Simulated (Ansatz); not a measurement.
# Direct or indirect: TiSO sheet (P3m1)

```xyz
3
Lattice="3.1742 0.0000 0.0000 -1.5871 2.7489 0.0000 0.0000 0.0000 28.9547" Properties=species:S:1:pos:R:3 pbc="T T T"
Ti    0.0000    0.0000    9.6895
S     0.0000    1.8326    8.0998
O     1.5871    0.9163   10.4819
```

Method: Ansatz, PBE, independent particles, without spin-orbit coupling, line width 0.15 eV (Gaussian). The band structure gives a fundamental gap of 0.59 eV. The spectrum of vertical transitions near the edge:

| E (eV) | absorbance (%), E ∥ xy |
| --- | --- |
| 0.12 | 0.00 |
| 0.24 | 0.00 |
| 0.36 | 0.04 |
| 0.48 | 0.48 |
| 0.60 | 1.92 |
| 0.72 | 3.38 |
| 0.84 | 3.91 |
| 0.96 | 4.09 |
| 1.08 | 4.29 |
| 1.20 | 4.52 |
| 1.32 | 4.78 |
| 1.44 | 5.11 |
| 1.56 | 5.44 |
| 1.68 | 5.66 |
| 1.80 | 5.84 |

Is the gap direct or indirect, and about where do vertical transitions set in?

Direct: the band path has its least direct gap at the fundamental one, 0.59 eV, and the curves rise from there. Lines are broadened by 0.15 eV, which spreads the edge.

Note: cells built here by substitution need not match a known phase.

[Logs are printed without paths, hosts, clocks, repeated set-up lines and the standing remarks that a program may print on its own settings, such as how far it seeks lower states.]
